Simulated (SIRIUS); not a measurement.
**Al in SIRIUS: convergence with radial points in a sphere**

Input of the first run (radial points in a sphere 200); the others differ in this setting and in those tied to it:

Contents of sirius.json:

```json
{
  "control": {
    "processing_unit": "cpu",
    "std_evp_solver_name": "lapack",
    "gen_evp_solver_name": "lapack",
    "verbosity": 2,
    "print_forces": true,
    "ortho_rf": true,
    "use_second_variation": true,
    "rmt_max": 3.0,
    "num_bands_to_print": 12,
    "save_wf": true
  },
  "parameters": {
    "electronic_structure_method": "full_potential_lapwlo",
    "xc_functionals": ["XC_GGA_X_PBE", "XC_GGA_C_PBE"],
    "core_relativity": "dirac",
    "valence_relativity": "iora",
    "num_fv_states": 12,
    "smearing": "fermi_dirac",
    "smearing_width": 0.0018374661,
    "pw_cutoff": 20,
    "gk_cutoff": 3.41,
    "lmax_apw": 10,
    "lmax_rho": 8,
    "lmax_pot": 8,
    "num_mag_dims": 0,
    "auto_rmt": 0,
    "ngridk": [11, 11, 11],
    "shiftk": [0, 0, 0],
    "num_dft_iter": 80,
    "energy_tol": 1e-07,
    "density_tol": 1e-05,
    "use_symmetry": true
  },
  "settings": {"tol_ne": 1e-10},
  "iterative_solver": {"type": "exact"},
  "mixer": {"type": "anderson", "beta": 0.5, "max_history": 8},
  "unit_cell": {
    "lattice_vectors": [[0.0, 3.8263269058, 3.8263269058], [3.8263269058, 0.0, 3.8263269058], [3.8263269058, 3.8263269058, 0.0]],
    "atom_types": ["Al"],
    "atom_files": {"Al": "Al.json"},
    "atoms": {"Al": [[0.0, 0.0, 0.0]]}
  }
}
```

Al.json

```json
{
  "name": "aluminium",
  "symbol": "Al",
  "number": 13,
  "mass": 26.9815386,
  "rmin": 1e-06,
  "rmt": 2.29,
  "nrmt": 200,
  "rinf": 20.43,
  "core": "1s",
  "valence": [
    {"basis": [{"enu": 0.05, "dme": 0, "n": 0, "auto": 0}, {"enu": 0.05, "dme": 1, "n": 0, "auto": 0}]},
    {"l": 0, "n": 1, "basis": [{"enu": 0.1073, "dme": 0, "n": 0, "auto": 0}]},
    {"l": 1, "n": 2, "basis": [{"enu": 0.15, "dme": 0, "n": 0, "auto": 0}]},
    {"l": 2, "n": 3, "basis": [{"enu": 0.15, "dme": 0, "n": 0, "auto": 0}]},
    {"l": 3, "n": 4, "basis": [{"enu": 0.15, "dme": 0, "n": 0, "auto": 0}]}
  ],
  "lo": [
    {
      "l": 0,
      "basis": [{"enu": 0.1073, "dme": 0, "n": 0, "auto": 0}, {"enu": 0.1073, "dme": 1, "n": 0, "auto": 0}]
    },
    {
      "l": 0,
      "basis": [{"enu": -3.695, "dme": 0, "n": 2, "auto": 1}, {"enu": -3.695, "dme": 1, "n": 2, "auto": 1}]
    },
    {
      "l": 0,
      "basis": [{"enu": -3.695, "dme": 1, "n": 2, "auto": 1}, {"enu": 0.1073, "dme": 0, "n": 0, "auto": 0}]
    },
    {
      "l": 0,
      "basis": [{"enu": 0.1073, "dme": 0, "n": 0, "auto": 0}, {"enu": 3.1584, "dme": 0, "n": 0, "auto": 0}]
    },
    {"l": 1, "basis": [{"enu": 0.15, "dme": 0, "n": 0, "auto": 0}, {"enu": 0.15, "dme": 1, "n": 0, "auto": 0}]},
    {
      "l": 1,
      "basis": [{"enu": -2.3097, "dme": 0, "n": 2, "auto": 1}, {"enu": -2.3097, "dme": 1, "n": 2, "auto": 1}]
    },
    {
      "l": 1,
      "basis": [{"enu": -2.3097, "dme": 1, "n": 2, "auto": 1}, {"enu": 0.15, "dme": 0, "n": 0, "auto": 0}]
    },
    {"l": 1, "basis": [{"enu": 0.15, "dme": 0, "n": 0, "auto": 0}, {"enu": 3.6587, "dme": 0, "n": 0, "auto": 0}]},
    {"l": 2, "basis": [{"enu": 0.15, "dme": 0, "n": 0, "auto": 0}, {"enu": 0.15, "dme": 1, "n": 0, "auto": 0}]},
    {"l": 2, "basis": [{"enu": 0.15, "dme": 1, "n": 0, "auto": 0}, {"enu": 0.15, "dme": 2, "n": 0, "auto": 0}]},
    {"l": 2, "basis": [{"enu": 0.15, "dme": 0, "n": 0, "auto": 0}, {"enu": 3.1248, "dme": 0, "n": 0, "auto": 0}]},
    {"l": 3, "basis": [{"enu": 0.15, "dme": 0, "n": 0, "auto": 0}, {"enu": 0.15, "dme": 1, "n": 0, "auto": 0}]}
  ],
  "free_atom": [... radial grid and density of the free atom, the start of the SCF ...]
}
```

Contents of sirius_start.json:

```json
{
  "control": {
    "processing_unit": "cpu",
    "std_evp_solver_name": "lapack",
    "gen_evp_solver_name": "lapack",
    "verbosity": 1,
    "print_forces": false,
    "ortho_rf": true,
    "use_second_variation": true,
    "rmt_max": 3.0,
    "num_bands_to_print": 12,
    "save_wf": false
  },
  "parameters": {
    "electronic_structure_method": "full_potential_lapwlo",
    "xc_functionals": ["XC_LDA_X", "XC_LDA_C_PW"],
    "core_relativity": "dirac",
    "valence_relativity": "iora",
    "num_fv_states": 12,
    "smearing": "fermi_dirac",
    "smearing_width": 0.0055123983,
    "pw_cutoff": 20,
    "gk_cutoff": 2.72,
    "lmax_apw": 10,
    "lmax_rho": 8,
    "lmax_pot": 8,
    "num_mag_dims": 0,
    "auto_rmt": 0,
    "ngridk": [4, 4, 4],
    "shiftk": [0, 0, 0],
    "num_dft_iter": 30,
    "energy_tol": 0.01,
    "density_tol": 0.05,
    "use_symmetry": true
  },
  "settings": {"tol_ne": 1e-10},
  "iterative_solver": {"type": "exact"},
  "mixer": {"type": "anderson", "beta": 0.5, "max_history": 8},
  "unit_cell": {
    "lattice_vectors": [[0.0, 3.8263269058, 3.8263269058], [3.8263269058, 0.0, 3.8263269058], [3.8263269058, 3.8263269058, 0.0]],
    "atom_types": ["Al"],
    "atom_files": {"Al": "Al.json"},
    "atoms": {"Al": [[0.0, 0.0, 0.0]]}
  }
}
```

Potentials or basis: all-electron FP-LAPW, apw+lo standard.

Run with:

```sh
$ OMP_NUM_THREADS=1 sirius.scf --input=sirius_start.json --output=start.json
$ OMP_NUM_THREADS=1 sirius.scf --input=sirius.json --output=output.json --task=1
```

Hardware: 1 thread of Arm Neoverse V1, on a shared host.

**Question.** The values tried are 200, 300, 450, 700, 1000, 1500, loosest first. From which on does the energy stay within 1 meV/atom of the tightest run that finished?

**Answer.** From 300 on.

| radial points in a sphere | energy less the tightest run, at zero smearing (meV/atom) | SCF cycles | CPU time (s) | peak memory (GiB) |
| --- | --- | --- | --- | --- |
| 200 | -2.62 | 5 | 9.8 | 0.19 |
| 300 | -0.97 | 5 | 10 | 0.21 |
| 450 | -0.24 | 5 | 11 | 0.23 |
| 700 | -0.04 | 5 | 12 | 0.26 |
| 1000 | -0.01 | 5 | 13 | 0.31 |
| 1500 | 0.00 | 5 | 14 | 0.38 |

The tightest run that finished is the yardstick and may itself not be fully converged.
